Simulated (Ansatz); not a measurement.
Space group Fm-3m (No. 225). a = 4.376 Å, b = 4.376 Å, c = 4.376 Å, α = 90.00°, β = 90.00°, γ = 90.00°
| atom | site | symmetry | x | y | z |
| --- | --- | --- | --- | --- | --- |
| Ta | 4b | m-3m | 0.5000 | 0.0000 | 0.0000 |
| N | 4a | m-3m | 0.0000 | 0.0000 | 0.0000 |

Equation of state of this TaN structure (not necessarily the ground state), with shape and atoms relaxed at each volume where symmetry leaves them free. It has no gap at any of these volumes. The calculation used Ansatz, DFT PBEsol, scalar-relativistic, plane waves, PAW.

Settings: cutoff 420 eV, Γ-centred mesh 16×16×16 on the computed 2-atom cell, Gaussian smearing of 0.10 eV; no spin polarisation.

| V (Å³/atom) | E − E(largest V) (meV/atom) | P (GPa) |
| --- | --- | --- |
| 9.844 | 9.28 | 25.35 |
| 10.158 | -26.59 | 11.66 |
| 10.472 | -37.71 | 0.03 |
| 10.787 | -27.78 | -9.85 |
| 11.101 | 0.00 | -18.24 |

Problem. Fit a third-order Birch–Murnaghan equation to E(V).

Solution. V0 = 10.47 Å³/atom, B0 = 357 GPa, B0' = 4.4.

Spin-orbit coupling is left out, which matters for the bands of heavy elements.

This rock-salt form isn't the usual stable structure of the compound.